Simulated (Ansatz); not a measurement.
**Ligand exchange: C4H9Br + C2H6OSi → C4H10O + C2H5BrSi**

Species: C4H9Br (1-bromobutane) `CCCCBr`, singlet; C2H6OSi `C=C[SiH2]O`, singlet; C4H10O `CCCCO`, singlet; C2H5BrSi `C=C[SiH2]Br`, singlet. The partners trade Br for OH: C–Br and Si–OH bonds give way to C–OH and Si–Br.

Shapes, held fixed at every level: PBE0-D4/def2-TZVP. Flexible molecules stand in one conformer, not always the lowest. Programs: Ansatz 0.2.0. The zero-point and thermal change to 298 K, harmonic and unscaled (PBE0-D4/def2-TZVP), is +3.5 kJ/mol.

| level | kind | ΔH(298 K) (kJ/mol) | less CCSD(T)/def2-TZVPP |
| --- | --- | --- | --- |
| HF/def2-SVP | Hartree–Fock | +8.1 | -29.6 |
| B3LYP-D4/def2-TZVPP | global hybrid | +34.8 | -2.9 |
| PBE0-D4/def2-TZVPP | global hybrid | +26.4 | -11.3 |
| r2SCAN0-D4/def2-TZVPP | global hybrid | +30.8 | -6.9 |
| wB97M-V/def2-TZVPP | range-separated hybrid | +32.4 | -5.3 |
| MP2/def2-SVP | perturbation theory | +19.2 | -18.5 |
| CCSD(T)/def2-SVP | coupled cluster or CI | +14.8 | -22.9 |
| CCSD(T)/def2-TZVPP | coupled cluster or CI | +37.7 | 0.0 |

The highest level, CCSD(T)/def2-TZVPP, gives ΔH(298 K) = +37.7 kJ/mol; the levels span +8.1 to +37.7. The column of differences is taken from that level and isn't an error. No measured value is set beside it here. Relativity is left out for Br. Outer-core shells of Br are correlated in most correlated rows, in sets that cover them unevenly.

The exchange is endothermic at every level, so silicon keeps the hydroxyl group and carbon the bromine. The Si–O bond is strong because it is highly polar, with some further stabilisation from oxygen lone-pair donation into σ* orbitals on silicon. Replacing Si–Br by Si–O therefore gains more than replacing C–Br by C–O, and the reaction as written gives up that advantage.

The size of the enthalpy depends strongly on the basis. CCSD(T) rises from +14.8 to +37.7 kJ/mol between the two sets, probably because the smaller one under-describes polarisation around silicon and oxygen, although the treatment of bromine's outer core may also contribute. The Hartree–Fock difference of -29.6 kJ/mol thus can't be read as missing correlation alone, and MP2 lying nearer the reference than CCSD(T) in the same small basis is no sign of greater accuracy. With no larger basis to show how far the coupled-cluster value has converged, the spread among the functionals doesn't establish a ranking.
